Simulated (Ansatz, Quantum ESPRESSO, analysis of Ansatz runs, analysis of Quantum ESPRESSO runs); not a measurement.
# Reproducing a measured charge-transition level: substitutional N in diamond (Quantum ESPRESSO), part 3 of 4

How near does this set-up come to the measured charge-transition level? Subject: substitutional N in diamond. Set-up: LDA, GBRV 1.5 LDA, 64-site cell, LDA lattice, k: the zone centre alone then 2x2x2 shifted, started with the impurity moved along one bond, start relaxed with Ansatz. The model is a cell of 64 host atoms with 1 C taken out and 1 N put in. The level is the Fermi energy at which two charge states have equal formation energy, after a correction for the images of the charge. A local or semilocal functional is the cheapest first rung.

Quantum ESPRESSO 7.5; LDA, GBRV 1.5 LDA, 64-site cell, LDA lattice, k: the zone centre alone then 2x2x2 shifted, started with the impurity moved along one bond, start relaxed with Ansatz.

So far: The structure; Relaxation, charge +1; Single point, charge +1.

**4. Relaxation, charge 0**

Level of this step: Quantum ESPRESSO plane-wave DFT, LDA, GBRV 1.5 LDA potentials; relaxation of all atoms of a defect supercell (Quantum ESPRESSO).

Contents of pw.in:

```
&CONTROL
  calculation = 'relax'
  prefix = 'pwscf'
  outdir = './tmp'
  pseudo_dir = './pseudo'
  tprnfor = .true.
  disk_io = 'low'
  nstep = 70
  forc_conv_thr = 0.00078
  etot_conv_thr = 0.0001
/
&SYSTEM
  ibrav = 0
  nat = 64
  ntyp = 2
  ecutwfc = 45
  ecutrho = 360
  nbnd = 133
  occupations = 'smearing'
  smearing = 'fd'
  degauss = 0.00073499
  nspin = 2
  starting_magnetization(1) = 0.125
  starting_magnetization(2) = 0.1
  tot_magnetization = 1
  nosym = .true.
/
&ELECTRONS
  conv_thr = 6d-08
  electron_maxstep = 100
  mixing_beta = 0.3
/
&IONS
  ion_dynamics = 'bfgs'
/
ATOMIC_SPECIES
C     12.0110 c_lda_v1.2.uspp.F.UPF
N     14.0070 n_lda_v1.2.uspp.F.UPF
CELL_PARAMETERS angstrom
   7.0641498481    0.0000000000    0.0000000000
   0.0000000000    7.0641498481    0.0000000000
   0.0000000000    0.0000000000    7.0641498481
ATOMIC_POSITIONS crystal
C     -0.0021199280   -0.0024498701    0.2495537213
C     -0.0021199763    0.2495213885   -0.0024171232
[... 1 atom line left out ...]
C      0.2319601486    0.2316294567    0.2316618831
[... 1 atom line left out ...]
C      0.1233094194    0.3718533327    0.1230116852
[... 1 atom line left out ...]
N      0.3921382421    0.3918088245    0.3918393591
[... 5 atom lines left out ...]
C      0.1280123837    0.3743004368    0.6236824249
C      0.3746295434    0.1276814211    0.6236824285
[... 5 atom lines left out ...]
C      0.1280125214    0.6236504395    0.3743328039
[... 1 atom line left out ...]
C      0.3746294540    0.6236493799    0.1277152769
[... 3 atom lines left out ...]
C      0.2567221965    0.5025653918    0.5025961440
[... 9 atom lines left out ...]
C      0.6239804382    0.1276814013    0.3743322430
C      0.6239801315    0.3743003981    0.1277144098
[... 3 atom lines left out ...]
C      0.5028945903    0.2563902567    0.5025965990
[... 6 atom lines left out ...]
C      0.5028931003    0.5025641628    0.2564240457
[... 14 atom lines left out ...]
C      0.8753848797    0.8750552510    0.8750875894
K_POINTS gamma
```

Launch:

```
OMP_NUM_THREADS=1 mpirun -n 4 pw.x -in pw.in > pw.out
```

Output:

```text
[banner, memory and clock lines left out]
          URL

     gamma-point specific algorithms are used

     bravais-lattice index     =            0
     lattice parameter (alat)  =      13.3493  a.u.
     unit-cell volume          =    2378.9007 (a.u.)^3
     number of atoms/cell      =           64
     number of atomic types    =            2
     number of electrons       =       257.00 (up: 129.00, down: 128.00)
     number of Kohn-Sham states=          133
     kinetic-energy cutoff     =      45.0000  Ry
     charge density cutoff     =     360.0000  Ry
     scf convergence threshold =      6.0E-08
     mixing beta               =       0.3000
     number of iterations used =            8  plain     mixing
     energy convergence thresh.=      1.0E-04
     force convergence thresh. =      7.8E-04
     Exchange-correlation= SLA  PZ   NOGX NOGC
                           (   1   1   0   0   0   0   0)
     nstep                     =           70

     celldm(1)=  13.349309  celldm(2)=   0.000000  celldm(3)=   0.000000
     celldm(4)=   0.000000  celldm(5)=   0.000000  celldm(6)=   0.000000

     crystal axes: (cart. coord. in units of alat)
               a(1) = (   1.000000   0.000000   0.000000 )
               a(2) = (   0.000000   1.000000   0.000000 )
               a(3) = (   0.000000   0.000000   1.000000 )

     reciprocal axes: (cart. coord. in units 2 pi/alat)
               b(1) = (  1.000000  0.000000  0.000000 )
               b(2) = (  0.000000  1.000000  0.000000 )
               b(3) = (  0.000000  0.000000  1.000000 )

     PseudoPot. # 1 for C  read from file:
     c_lda_v1.2.uspp.F.UPF
     Pseudo is Ultrasoft + core correction, Zval =  4.0
     Generated by new atomic code, or converted to UPF format
     Using radial grid of  721 points,  4 beta functions with:
                l(1) =   0
                l(2) =   0
                l(3) =   1
                l(4) =   1
     Q(r) pseudized with  8 coefficients,  rinner =    1.100   1.100   1.100

     PseudoPot. # 2 for N  read from file:
     n_lda_v1.2.uspp.F.UPF
     Pseudo is Ultrasoft + core correction, Zval =  5.0
     Generated by new atomic code, or converted to UPF format
     Using radial grid of  729 points,  4 beta functions with:
                l(1) =   0
                l(2) =   0
                l(3) =   1
                l(4) =   1
     Q(r) pseudized with  8 coefficients,  rinner =    0.900   0.900   0.900

     atomic species   valence    mass     pseudopotential
     C                 4.00    12.01100     C ( 1.00)
     N                 5.00    14.00700     N ( 1.00)

     Starting magnetic structure
     atomic species   magnetization
     C               0.125
     N               0.100

     No symmetry found

   Cartesian axes

     site n.     atom                  positions (alat units)
         1        C      tau(   1) = (  -0.0021199  -0.0024499   0.2495537  )
         2        C      tau(   2) = (  -0.0021200   0.2495214  -0.0024171  )
         3        C      tau(   3) = (   0.2498517  -0.0024501  -0.0024175  )
         4        C      tau(   4) = (   0.2319601   0.2316295   0.2316619  )
         5        C      tau(   5) = (   0.1233087   0.1229793   0.3718855  )
         6        C      tau(   6) = (   0.1233094   0.3718533   0.1230117  )
         7        C      tau(   7) = (   0.3721842   0.1229792   0.1230115  )
         8        N      tau(   8) = (   0.3921382   0.3918088   0.3918394  )
         9        C      tau(   9) = (   0.0002701  -0.0000603   0.7490892  )
        10        C      tau(  10) = (   0.0016025   0.2502284   0.4987408  )
        11        C      tau(  11) = (   0.2505570   0.0012723   0.4987403  )
        12        C      tau(  12) = (   0.2506277   0.2502979   0.7497969  )
        13        C      tau(  13) = (   0.1248029   0.1244727   0.8737514  )
        14        C      tau(  14) = (   0.1280124   0.3743004   0.6236824  )
        15        C      tau(  15) = (   0.3746295   0.1276814   0.6236824  )
        16        C      tau(  16) = (   0.3755656   0.3752361   0.8760393  )
        17        C      tau(  17) = (   0.0016028   0.4987085   0.2502604  )
[...]
57        C      tau(  57) = (   0.5013397   0.5010092   0.7520511  )
        58        C      tau(  58) = (   0.5013397   0.7520191   0.5010414  )
        59        C      tau(  59) = (   0.7523479   0.5010101   0.5010414  )
        60        C      tau(  60) = (   0.7508457   0.7505156   0.7505483  )
        61        C      tau(  61) = (   0.6258062   0.6254757   0.8766386  )
        62        C      tau(  62) = (   0.6258063   0.8766059   0.6255086  )
        63        C      tau(  63) = (   0.8769359   0.6254760   0.6255083  )
        64        C      tau(  64) = (   0.8753849   0.8750553   0.8750876  )

     number of k points=     1  Fermi-Dirac smearing, width (Ry)=  0.0007
                       cart. coord. in units 2pi/alat
        k(    1) = (   0.0000000   0.0000000   0.0000000), wk =   1.0000000

     Dense  grid:   137277 G-vectors     FFT dimensions: (  81,  81,  81)

     Smooth grid:    48617 G-vectors     FFT dimensions: (  60,  60,  60)

     Generating pointlists ...
     new r_m :   0.0854 (alat units)  1.1402 (a.u.) for type    1
     new r_m :   0.0854 (alat units)  1.1402 (a.u.) for type    2

     Initial potential from superposition of free atoms

     starting charge     256.9978, renormalised to     257.0000
     Starting wfcs are  256 randomized atomic wfcs

     Self-consistent Calculation

     iteration #  1     ecut=    45.00 Ry     beta= 0.30
     Davidson diagonalization with overlap
     ethr =  1.00E-02,  avg # of iterations =  2.0

     total energy              =    -746.23024089 Ry
     estimated scf accuracy    <       4.56196849 Ry

     total magnetization       =     1.00 Bohr mag/cell
     absolute magnetization    =     1.39 Bohr mag/cell

     iteration #  2     ecut=    45.00 Ry     beta= 0.30
     Davidson diagonalization with overlap
     ethr =  1.78E-03,  avg # of iterations =  1.5

     total energy              =    -745.57333484 Ry
     estimated scf accuracy    <       1.80287930 Ry

     total magnetization       =     1.00 Bohr mag/cell
     absolute magnetization    =     1.24 Bohr mag/cell

     iteration #  3     ecut=    45.00 Ry     beta= 0.30
     Davidson diagonalization with overlap
     ethr =  7.02E-04,  avg # of iterations =  2.0

     total energy              =    -745.77451500 Ry
     estimated scf accuracy    <       0.02560119 Ry

     total magnetization       =     1.00 Bohr mag/cell
[...]
atom    7 type  1   force =    -0.00023529    0.00008722    0.00008691
     atom    8 type  2   force =    -0.00007924   -0.00009140   -0.00006229
     atom    9 type  1   force =    -0.00005637   -0.00005297    0.00014625
     atom   10 type  1   force =    -0.00009733    0.00008090    0.00004234
     atom   11 type  1   force =     0.00008673   -0.00009833    0.00004702
     atom   12 type  1   force =     0.00003371    0.00003080    0.00000146
     atom   13 type  1   force =     0.00003712    0.00003786    0.00019117
     atom   14 type  1   force =    -0.00017020   -0.00013227    0.00011285
     atom   15 type  1   force =    -0.00013173   -0.00016649    0.00011334
     atom   16 type  1   force =    -0.00017559   -0.00017720    0.00017020
[...]
Total force =     0.003061     Total SCF correction =     0.000285

     BFGS Geometry Optimization
     Energy error            =      9.4E-06 Ry
     Gradient error          =      1.4E-03 Ry/Bohr

     number of scf cycles    =   1
     number of bfgs steps    =   0

     energy             new  =    -745.7854870838 Ry

     new trust radius        =       0.0015516382 bohr
     new conv_thr            =       0.0000000600 Ry

ATOMIC_POSITIONS (crystal)
C               -0.0021056902       -0.0024355380        0.2495445958
C               -0.0021055970        0.2495122468       -0.0024030493
C                0.2498426615       -0.0024356058       -0.0024031562
C                0.2319733434        0.2316428621        0.2316754310
C                0.1233155441        0.1229858613        0.3718683857
C                0.1233157707        0.3718359585        0.1230182398
C                0.3721666118        0.1229856844        0.1230179673
N                0.3921323063        0.3918019779        0.3918346928
C                0.0002658934       -0.0000642652        0.7491001929
C                0.0015952224        0.2502344905        0.4987439740
C                0.2505635365        0.0012648986        0.4987438658
C                0.2506301991        0.2503002445        0.7497969944
C                0.1248056968        0.1244755591        0.8737657312
C                0.1279996339        0.3742905281        0.6236908785
C                0.3746196752        0.1276689489        0.6236909188
C                0.3755524876        0.3752228475        0.8760520278
[...]
NEW-OLD atomic charge density approx. for the potential
     Generating pointlists ...

     Self-consistent Calculation

     iteration #  1     ecut=    45.00 Ry     beta= 0.30
     Davidson diagonalization with overlap
     ethr =  1.00E-06,  avg # of iterations =  2.0

     Threshold (ethr) on eigenvalues was too large:
     Diagonalizing with lowered threshold

     Davidson diagonalization with overlap
     ethr =  3.37E-10,  avg # of iterations =  5.5

     total energy              =    -745.78549156 Ry
     estimated scf accuracy    <       0.00000156 Ry

     total magnetization       =     1.00 Bohr mag/cell
     absolute magnetization    =     1.09 Bohr mag/cell

     iteration #  2     ecut=    45.00 Ry     beta= 0.30
     Davidson diagonalization with overlap
     ethr =  6.07E-10,  avg # of iterations =  3.0

     total energy              =    -745.78549155 Ry
     estimated scf accuracy    <       0.00000032 Ry

     total magnetization       =     1.00 Bohr mag/cell
     absolute magnetization    =     1.09 Bohr mag/cell

     iteration #  3     ecut=    45.00 Ry     beta= 0.30
     Davidson diagonalization with overlap
     ethr =  1.24E-10,  avg # of iterations =  2.0

     total energy              =    -745.78549155 Ry
     estimated scf accuracy    <       0.00000009 Ry

     total magnetization       =     1.00 Bohr mag/cell
     absolute magnetization    =     1.09 Bohr mag/cell

     iteration #  4     ecut=    45.00 Ry     beta= 0.30
     Davidson diagonalization with overlap
     ethr =  3.37E-11,  avg # of iterations =  2.5

     Magnetic moment per site  (integrated on atomic sphere of radius R)
[...]
atom  57 (R=0.085)  charge=  1.8064  magn=  0.0017
     atom  58 (R=0.085)  charge=  1.8064  magn=  0.0017
     atom  59 (R=0.085)  charge=  1.8064  magn=  0.0017
     atom  60 (R=0.085)  charge=  1.8017  magn=  0.0001
     atom  61 (R=0.085)  charge=  1.8070  magn= -0.0000
     atom  62 (R=0.085)  charge=  1.8070  magn= -0.0000
     atom  63 (R=0.085)  charge=  1.8071  magn= -0.0000
     atom  64 (R=0.085)  charge=  1.8027  magn=  0.0002

     End of self-consistent calculation

 ------ SPIN UP ------------

          k = 0.0000 0.0000 0.0000 (  6075 PWs)   bands (ev):

[...]
15.9417  17.8051  18.0199  18.0210  18.1679

 ------ SPIN DOWN ----------

          k = 0.0000 0.0000 0.0000 (  6075 PWs)   bands (ev):

[...]
5.0607   5.0607   5.1731   5.1731   5.3296   5.6743   5.6743   5.7231
     5.7727   5.8007   5.8007   5.8319   5.8319   5.8604   5.9414   5.9414
     6.1635   7.0114   7.0114   7.1889   7.1889   7.1905   7.2518   8.7221
     8.7221   9.0443   9.1978   9.1978   9.2771   9.2771   9.2834   9.2999
     9.3648   9.3648   9.3898   9.3898   9.4042   9.4313   9.4565   9.4565
     9.7214  10.2298  10.2298  10.4738  10.4738  10.5078  10.5155  10.5155
    10.5625  10.6162  10.6226  10.6226  10.6633  10.7281  10.7281  10.7660
    10.7660  10.8386  10.8456  10.8456  11.3504  13.5678  13.5678  13.7733
    16.5802  17.8579  18.0317  18.0317  18.1802

     the spin up/dw Fermi energies are    16.6101   14.9400 ev

!    total energy              =    -745.78549148 Ry
     estimated scf accuracy    <          8.2E-09 Ry
     smearing contrib. (-TS)   =       0.00000000 Ry
     internal energy E=F+TS    =    -745.78549148 Ry

     The total energy is F=E-TS. E is the sum of the following terms:
     one-electron contribution =     261.47532853 Ry
     hartree contribution      =      63.59105002 Ry
     xc contribution           =    -238.54931835 Ry
     ewald contribution        =    -832.30255167 Ry

     total magnetization       =     1.00 Bohr mag/cell
     absolute magnetization    =     1.09 Bohr mag/cell

     convergence has been achieved in   4 iterations

     Forces acting on atoms (cartesian axes, Ry/au):

[...]
atom   57 type  1   force =    -0.00007651   -0.00007559    0.00000614
     atom   58 type  1   force =    -0.00007778    0.00000321   -0.00007588
     atom   59 type  1   force =     0.00000758   -0.00007943   -0.00007392
     atom   60 type  1   force =     0.00007193    0.00007351    0.00007215
     atom   61 type  1   force =    -0.00000504   -0.00000612    0.00001692
     atom   62 type  1   force =    -0.00000521    0.00001832   -0.00000599
     atom   63 type  1   force =     0.00001786   -0.00000572   -0.00000481
     atom   64 type  1   force =     0.00000313    0.00000182    0.00000198

     Total force =     0.001200     Total SCF correction =     0.000088
     Energy error            =      4.4E-06 Ry
     Gradient error          =      2.9E-04 Ry/Bohr

     bfgs converged in   2 scf cycles and   1 bfgs steps
     (criteria: energy <  1.0E-04 Ry, force <  7.8E-04 Ry/Bohr)

     End of BFGS Geometry Optimization

     Final energy             =    -745.7854914838 Ry

     File ./tmp/pwscf.bfgs deleted, as requested
Begin final coordinates

ATOMIC_POSITIONS (crystal)
[...]
C                0.5013420935        0.5010118929        0.7520448166
C                0.5013421425        0.7520129995        0.5010442031
C                0.7523421039        0.5010124031        0.5010439867
C                0.7508468353        0.7505167384        0.7505493650
C                0.6258139770        0.6254837565        0.8766463035
C                0.6258140440        0.8766137268        0.6255163737
C                0.8769435368        0.6254839014        0.6255162334
C                0.8753866442        0.8750569090        0.8750892404
End final coordinates
```

It took 22 s on 4 MPI ranks of Arm Neoverse V2, shared host; peak memory 0.59 GiB.

No atom moved by 0.005 Å in the relaxation.

Neighbours of N8 at the end:

```
atom  distance (Å)
 C42         1.463
 C27         1.463
 C49         1.463
  C4         1.960
 C46         2.358
 C31         2.358
 C53         2.358
 C14         2.486
 C38         2.486
 C15         2.486
 C23         2.486
 C37         2.486
 C21         2.486
```

This step gave:

- total moment: 1.0000 μB
- integral of the absolute spin density: 1.088 μB

(Continued in part 4 of 4.)

[Logs are printed without paths, hosts, clocks, repeated set-up lines and the standing remarks that a program may print on its own settings, such as how far it seeks lower states.]

[Hosts, paths, dates, database ids (printed as entryN), source tags and the programs' standing remarks are cut or masked in the printed files.]

[For some hosts the program warned that the k-mesh of the response run may be too coarse for force constants and the static dielectric constant; such warnings are not shown here.]
